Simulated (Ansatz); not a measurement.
# Pt (Fm-3m) in Ansatz: a series of runs

One crystal, Pt, is run at these levels: PBE; tasks: single point.

All numbers are computed with Ansatz 0.2.0; they aren't measurements. Logs are shortened: lines on timing, memory, paths and dates and some standing lists are left out, and cuts for length are marked.

### Step 1. The structure

The structure is cubic, space group Fm-3m (No. 225). The conventional cell has a = 3.922 Å, b = 3.922 Å, c = 3.922 Å, α = 90.00°, β = 90.00°, γ = 90.00°. Pt (site symmetry m-3m) has 12 Pt at 2.77 Å as nearest neighbours.

### Step 2. Single point, PBE

File input.yaml:

```yaml
crystal:
  lattice:
    - [0.0, 1.9609, 1.9609]
    - [1.9609, 0.0, 1.9609]
    - [1.9609, 1.9609, 0.0]
  atoms:
    - { symbol: Pt, position: [0.0, 0.0, 0.0] }
hamiltonian:
  xc: pbe
  pseudopotentials: { kind: paw }
kpoints:
  mp_grid: { grid: [12, 12, 12] }
scf:
  occupations: { method: gaussian, width: 0.014 }
output:
  forces: true
  stress: true
  eigenvalues: true
```

Potentials or basis: Ansatz PAW.

Started as:

```console
$ ansatz run input.yaml --threads 2 --pin off --max-ram 5632MiB --backend cpu --events-out ev --progress --plain --runs-dir out
```

Standard output:

```text
Warning: RAYON_NUM_THREADS=2 ignored (pool sized by the plan → 2); use --threads N
Engine: ansatz 0.2.0, x86_64-unknown-linux-gnu
Pseudopotentials: kind: paw
Pseudopotential: Pt, paw, valence charge 18, recommended cutoff 420 eV (normal), Pt.paw.azcp
Functional definition: PBE
  parameter kappa = 0.804
  parameter beta = 0.06672455060314922
  exchange = pbe_x(kappa = kappa, mu = beta*pi^2/3)
  correlation = pbe_c(beta = beta)
Crystal: 1 atoms, lattice volume = 15.080 Å³
Basis set: ecut = 420 eV, 283 PW (Γ), exchange–correlation on 40×40×40 points (8 copies of the dense FFT grid, shifted against one another)
Bands: 13, of which v1, the nominal top of the filled ones, is band 9 counted from 1 (8 counted from 0)
Symmetry: 48 space group operations
Space group: Fm-3m (ITA 225), of the structure as read, at distance tolerance 2.5e-5 Å
k-points: 72 of 1728
Non-local potential: Pt, projectors of the file, l = 0: 3, l = 1: 2, l = 2: 2, l = 3: 1
PAW form: soft (Blöchl's): semilocal exchange-correlation on the pseudo side does not see the compensation charge
PAW one-centre angular grid: Pt, 590 points (default); XC on 64 Gauss nodes
Initial density: superposition of atomic densities (neutral atoms: chi_scale 0, normalization atom), corrected by the library's trained network
Initial wavefunctions: pseudopotential atomic-orbital guess
Functional: x = pbe(κ = 0.804, μ = 0.2195149727645171), c = pbe(β = 0.06672455060314922)
SCF iter   1: F=—  HF=-12522.996930 eV  |F-HF|=—  |Δ(HF+E_count)|=         —  Δρ=2.91e-3  dr2=2.31e-4  ethr=1.77e-3  ⟨swp⟩=5.5  Hψ=4980  notcnv=0
preconditioner: auto → none  [metal: Δε(μ)=0.007 eV  Ē_g=14.216 eV  σ=0.014 eV  W_gap=0.27  n_scr=8 (ndim 8)  ℏωp=30.2 eV  f_vac=0.000  D(μ)=7.06/eV (n_scr^D=180)  sad-step TF]
SCF iter   2: F=—  HF=-12522.997712 eV  |F-HF|=—  |Δ(HF+E_count)|=   7.82e-4  Δρ=1.60e-3  dr2=6.20e-5  ethr=1.28e-6  ⟨swp⟩=2.7  Hψ=2299  notcnv=0  defer=1
SCF iter   3: F=—  HF=-12522.997901 eV  |F-HF|=—  |Δ(HF+E_count)|=   1.89e-4  Δρ=2.07e-4  dr2=4.53e-6  ethr=3.44e-7  ⟨swp⟩=2.0  Hψ=1436  notcnv=0  defer=1
SCF iter   4: F=—  HF=-12522.997901 eV  |F-HF|=—  |Δ(HF+E_count)|=   2.70e-7  Δρ=6.30e-5  dr2=1.43e-7  ethr=2.52e-8  ⟨swp⟩=2.0  Hψ=1265  notcnv=0  defer=1
iter 5 did not close the SCF: its close was put off for the readings that it lacked (scf_convergence_deferred on its scf_iter line)
SCF iter   5: F=-12522.997901 eV  HF=-12522.997901 eV  |F-HF|=1.35e-8  |Δ(HF+E_count)|=   6.49e-8  Δρ=1.30e-5  dr2=1.82e-8  ethr=7.96e-10  ⟨swp⟩=2.9  Hψ=1699  notcnv=0  defer=1
SCF iter   6: F=-12522.997901 eV  HF=-12522.997901 eV  |F-HF|=8.19e-11  |Δ(HF+E_count)|=   4.72e-9  Δρ=2.31e-6  dr2=2.91e-10  ethr=1.01e-10  ⟨swp⟩=2.2  Hψ=2994  notcnv=0
SCF 1 converged in 6 iterations: F = -12522.997901 eV  dr2 = 2.91e-10
SCF converged after 6 iterations
Free energy (F): -12522.997901 eV
Harris-Foulkes:  -12522.997901 eV  (|F-HF|=8.19e-11)
Internal energy: -12522.997215 eV  (E = F + TS)
E sigma→0 (E₀):  -12522.997558 eV
Entropy (-TS):   -0.000686 eV (-0.686 meV/atom)
Fermi energy:    23.436994 eV
--- Per-component energies (eV) ---
  E_band       = -128.082954
  E_kinetic    = 638.492908
  E_local      = -1461.429543  (includes V_loc(G=0)·N_el)
  E_nonlocal   = 199.847345
  E_hartree    = 543.434293
  E_xc         = -262.167497
  E_vxc        = -303.372298  (∫ρ·V_xc dr)
  E_paw        = -9454.033581  (= ΣΔE_a)
  E_vpaw       = -288.490567  (= ΣTr[D̂ρ^β])
  E_aug_tail   = 0.000205  (compensation charges beyond the density's cutoff)
  E_ewald      = -2727.141345
  E_smearing   = -0.000686  (= −TS)
  E_closure    = 0.000000  (closes the sum)
  Σ components = -12522.997901   (vs F -12522.997901, Δ=0.00e0)
--- Forces (eV/Å), atoms counted from 1 ---
  atom   1  Pt    -0.00000000     0.00000000    -0.00000000
  max |Σ_I F_I| component: 4.11e-32 eV/Å
--- Stress (GPa, compression-positive) ---
       10.204155      -0.000000       0.000000
        0.000000      10.204155      -0.000000
       -0.000000       0.000000      10.204155
  P = ⅓ Tr σ = 10.2042 GPa (102.042 kbar)
--- Band table (eV; the first three rows and the last of 72) ---
  k-point 0: bands = ["-75.0818", "-29.0787", "-29.0787", "-29.0787", "13.1744", "19.6142", "19.6142", "19.6142", "21.7764", "21.7764", "38.0246", "42.9648", "42.9648"]
  k-point 1: bands = ["-75.0796", "-29.1113", "-29.0834", "-29.0834", "13.4532", "19.4935", "19.7226", "19.7226", "21.7183", "21.7183", "38.4471", "41.6431", "43.3865"]
  k-point 2: bands = ["-75.0735", "-29.1997", "-29.0961", "-29.0961", "14.2255", "19.2526", "19.9428", "19.9428", "21.6720", "21.6720", "39.2869", "39.4396", "44.5598"]
  k-point 71: bands = ["-75.0374", "-29.3942", "-29.3942", "-29.2613", "17.7306", "18.8464", "18.8464", "21.4022", "23.9190", "30.5433", "31.6951", "31.6951", "35.4547"]
```

It took 0.93 s on 2 threads of AMD EPYC 7R43 (Zen 3), shared host; peak memory 0.32 GiB.

Results:

```yaml
Free_energy: -12522.9979 eV
Pressure: 10.2 GPa
Band_gap_on_the_k_mesh: none (metal or under the smearing width)
```

Levels at points of the mesh, in eV from the Fermi level:
```csv
k point,band 5,band 6,band 7,band 8,band 9,band 10,band 11,band 12,band 13
"(0.00, 0.00, 0.00)",-10.26,-3.82,-3.82,-3.82,-1.66,-1.66,14.59,19.53,19.53
"(0.00, 0.00, -0.50)",-7.37,-3.89,-3.89,-0.52,0.02,0.02,5.83,14.16,18.93
"(0.00, -0.50, -0.50)",-7.12,-6.66,-0.01,0.48,0.48,1.74,8.87,11.37,11.37
```

The run has no spin-orbit coupling, so splittings on Pt are missing.

### Step 3. Single point, PBE

input.yaml: that of step 2 with these lines changed.

```diff
@@ -13,3 +13,3 @@
 scf:
-  occupations: { method: gaussian, width: 0.014 }
+  occupations: { method: gaussian, width: 0.015 }
 output:
```

Potentials or basis: Ansatz PAW.

Started as:

```console
$ ansatz run input.yaml --threads 2 --pin off --max-ram 5632MiB --backend cpu --events-out ev --progress --plain --runs-dir out
```

Standard output:

```text
Warning: RAYON_NUM_THREADS=2 ignored (pool sized by the plan → 2); use --threads N
[... 8 set-up lines as earlier in the session ...]
Crystal: 1 atoms, lattice volume = 15.080 Å³
Basis set: ecut = 420 eV, 283 PW (Γ), exchange–correlation on 40×40×40 points (8 copies of the dense FFT grid, shifted against one another)
Bands: 13, of which v1, the nominal top of the filled ones, is band 9 counted from 1 (8 counted from 0)
[... 2 set-up lines as earlier in the session ...]
k-points: 72 of 1728
[... 6 set-up lines as earlier in the session ...]
SCF iter   1: F=—  HF=-12522.996981 eV  |F-HF|=—  |Δ(HF+E_count)|=         —  Δρ=2.92e-3  dr2=2.33e-4  ethr=1.77e-3  ⟨swp⟩=5.5  Hψ=4980  notcnv=0
preconditioner: auto → none  [metal: Δε(μ)=0.007 eV  Ē_g=14.216 eV  σ=0.015 eV  W_gap=0.26  n_scr=8 (ndim 8)  ℏωp=30.2 eV  f_vac=0.000  D(μ)=6.83/eV (n_scr^D=168)  sad-step TF]
SCF iter   2: F=—  HF=-12522.997763 eV  |F-HF|=—  |Δ(HF+E_count)|=   7.82e-4  Δρ=1.61e-3  dr2=6.24e-5  ethr=1.29e-6  ⟨swp⟩=2.7  Hψ=2268  notcnv=0  defer=1
SCF iter   3: F=—  HF=-12522.997951 eV  |F-HF|=—  |Δ(HF+E_count)|=   1.88e-4  Δρ=2.07e-4  dr2=4.54e-6  ethr=3.47e-7  ⟨swp⟩=2.0  Hψ=1397  notcnv=0  defer=1
SCF iter   4: F=—  HF=-12522.997951 eV  |F-HF|=—  |Δ(HF+E_count)|=   2.69e-7  Δρ=6.31e-5  dr2=1.44e-7  ethr=2.52e-8  ⟨swp⟩=2.0  Hψ=1266  notcnv=0  defer=1
iter 5 did not close the SCF: its close was put off for the readings that it lacked (scf_convergence_deferred on its scf_iter line)
SCF iter   5: F=-12522.997951 eV  HF=-12522.997951 eV  |F-HF|=1.37e-8  |Δ(HF+E_count)|=   6.48e-8  Δρ=1.30e-5  dr2=1.83e-8  ethr=7.99e-10  ⟨swp⟩=2.9  Hψ=1697  notcnv=0  defer=1
SCF iter   6: F=-12522.997951 eV  HF=-12522.997951 eV  |F-HF|=8.55e-11  |Δ(HF+E_count)|=   4.75e-9  Δρ=2.34e-6  dr2=2.96e-10  ethr=1.02e-10  ⟨swp⟩=2.2  Hψ=2992  notcnv=0
SCF 1 converged in 6 iterations: F = -12522.997951 eV  dr2 = 2.96e-10
SCF converged after 6 iterations
Free energy (F): -12522.997951 eV
Harris-Foulkes:  -12522.997951 eV  (|F-HF|=8.55e-11)
Internal energy: -12522.997188 eV  (E = F + TS)
E sigma→0 (E₀):  -12522.997569 eV
Entropy (-TS):   -0.000763 eV (-0.763 meV/atom)
Fermi energy:    23.436996 eV
--- Per-component energies (eV) ---
  E_band       = -128.082679
  E_kinetic    = 638.493064
  E_local      = -1461.429930  (includes V_loc(G=0)·N_el)
  E_nonlocal   = 199.847420
  E_hartree    = 543.434539
  E_xc         = -262.167515
  E_vxc        = -303.372318  (∫ρ·V_xc dr)
  E_paw        = -9454.033628  (= ΣΔE_a)
  E_vpaw       = -288.490612  (= ΣTr[D̂ρ^β])
  E_aug_tail   = 0.000205  (compensation charges beyond the density's cutoff)
  E_ewald      = -2727.141345
  E_smearing   = -0.000763  (= −TS)
  E_closure    = 0.000000  (closes the sum)
  Σ components = -12522.997951   (vs F -12522.997951, Δ=0.00e0)
--- Forces (eV/Å), atoms counted from 1 ---
  atom   1  Pt    -0.00000000     0.00000000     0.00000000
  max |Σ_I F_I| component: 8.63e-32 eV/Å
--- Stress (GPa, compression-positive) ---
       10.205318      -0.000000      -0.000000
       -0.000000      10.205318       0.000000
        0.000000      -0.000000      10.205318
  P = ⅓ Tr σ = 10.2053 GPa (102.053 kbar)
--- Band table (eV; the first three rows and the last of 72) ---
  k-point 0: bands = ["-75.0818", "-29.0787", "-29.0787", "-29.0787", "13.1744", "19.6142", "19.6142", "19.6142", "21.7764", "21.7764", "38.0245", "42.9649", "42.9649"]
  k-point 1: bands = ["-75.0795", "-29.1113", "-29.0834", "-29.0834", "13.4532", "19.4935", "19.7226", "19.7226", "21.7184", "21.7184", "38.4471", "41.6431", "43.3865"]
  k-point 2: bands = ["-75.0734", "-29.1997", "-29.0961", "-29.0961", "14.2255", "19.2526", "19.9428", "19.9428", "21.6720", "21.6720", "39.2870", "39.4396", "44.5598"]
  k-point 71: bands = ["-75.0373", "-29.3942", "-29.3942", "-29.2613", "17.7306", "18.8464", "18.8464", "21.4022", "23.9190", "30.5433", "31.6950", "31.6950", "35.4547"]
```

Run time: 0.98 s. Hardware: 2 threads of AMD EPYC 7R43 (Zen 3), shared host; peak memory 0.31 GiB.

What came out:

- Free energy: -12522.9980 eV
- Pressure: 10.2 GPa
- Band gap on the k mesh: none (metal or under the smearing width)

### Step 4. Single point, PBE

input.yaml: that of step 3 with these lines changed.

```diff
@@ -13,3 +13,3 @@
 scf:
-  occupations: { method: gaussian, width: 0.015 }
+  occupations: { method: gaussian, width: 0.016 }
 output:
```

Started as:

```console
$ ansatz run input.yaml --threads 2 --pin off --max-ram 5632MiB --backend cpu --events-out ev --progress --plain --runs-dir out
```

Wall time 0.89 s (2 threads of AMD EPYC 7R43 (Zen 3), shared host); peak memory 0.32 GiB.

The run converged. Its results:

```yaml
Free_energy: -12522.9980 eV
Pressure: 10.2 GPa
Band_gap_on_the_k_mesh: none (metal or under the smearing width)
```

Levels at points of the mesh, in eV from the Fermi level:
```
             k point  band 7  band 8  band 9  band 10  band 11  band 12
  (0.00, 0.00, 0.00)   -3.82   -3.82   -1.66    -1.66    14.59    19.53
 (0.00, 0.00, -0.50)   -3.89   -0.52    0.02     0.02     5.83    14.16
(0.00, -0.50, -0.50)   -0.01    0.48    0.48     1.74     8.87    11.37
```

### Step 5. Single point, PBE

input.yaml: that of step 4 with these lines changed.

```diff
@@ -13,3 +13,3 @@
 scf:
-  occupations: { method: gaussian, width: 0.016 }
+  occupations: { method: gaussian, width: 0.017 }
 output:
```

Started as:

```console
$ ansatz run input.yaml --threads 2 --pin off --max-ram 5632MiB --backend cpu --events-out ev --progress --plain --runs-dir out
```

Wall time 0.97 s (2 threads of AMD EPYC 7R43 (Zen 3), shared host); peak memory 0.31 GiB.

Results (log left out):

| Quantity | Value |
| --- | --- |
| Free energy | -12522.9981 eV |
| Pressure | 10.2 GPa |
| Band gap on the k mesh | none (metal or under the smearing width) |

Levels at points of the mesh, in eV from the Fermi level:
```
             k point  band 7  band 8  band 9  band 10  band 11  band 12
  (0.00, 0.00, 0.00)   -3.82   -3.82   -1.66    -1.66    14.59    19.53
 (0.00, 0.00, -0.50)   -3.89   -0.52    0.02     0.02     5.83    14.16
(0.00, -0.50, -0.50)   -0.01    0.48    0.48     1.74     8.87    11.37
```

The run has no spin-orbit coupling, so splittings on Pt are missing.

### Step 6. Single point, PBE

input.yaml: that of step 5 with these lines changed.

```diff
@@ -13,3 +13,3 @@
 scf:
-  occupations: { method: gaussian, width: 0.017 }
+  occupations: { method: gaussian, width: 0.018 }
 output:
```

Potentials or basis: Ansatz PAW.

Started as:

```console
$ ansatz run input.yaml --threads 2 --pin off --max-ram 5632MiB --backend cpu --events-out ev --progress --plain --runs-dir out
```

Wall time 0.85 s (2 threads of AMD EPYC 7R43 (Zen 3), shared host); peak memory 0.31 GiB.

It converged, with:

| Property | Result |
| --- | --- |
| Free energy | -12522.9981 eV |
| Pressure | 10.2 GPa |
| Band gap on the k mesh | none (metal or under the smearing width) |

Levels at points of the mesh, in eV from the Fermi level:
| k point | band 7 | band 8 | band 9 | band 10 | band 11 | band 12 |
| --- | --- | --- | --- | --- | --- | --- |
| (0.00, 0.00, 0.00) | -3.82 | -3.82 | -1.66 | -1.66 | 14.59 | 19.53 |
| (0.00, 0.00, -0.50) | -3.89 | -0.52 | 0.02 | 0.02 | 5.83 | 14.16 |
| (0.00, -0.50, -0.50) | -0.01 | 0.48 | 0.48 | 1.74 | 8.87 | 11.37 |

### Step 7. Overview

```csv
smearing,gap on the mesh (eV),pressure (GPa)
gaussian 0.014 eV,none,10.2
gaussian 0.015 eV,none,10.2
gaussian 0.016 eV,none,10.2
gaussian 0.017 eV,none,10.2
gaussian 0.018 eV,none,10.2
```

Alike in all rows: task single point; level PBE; potentials or basis Ansatz PAW; no spin polarisation; cell as given; k mesh 12 × 12 × 12; cutoff (eV) 420.

Every run on the cell as given and a fine mesh finds a metal.

Absolute energies hang on the potentials; compare differences alone.
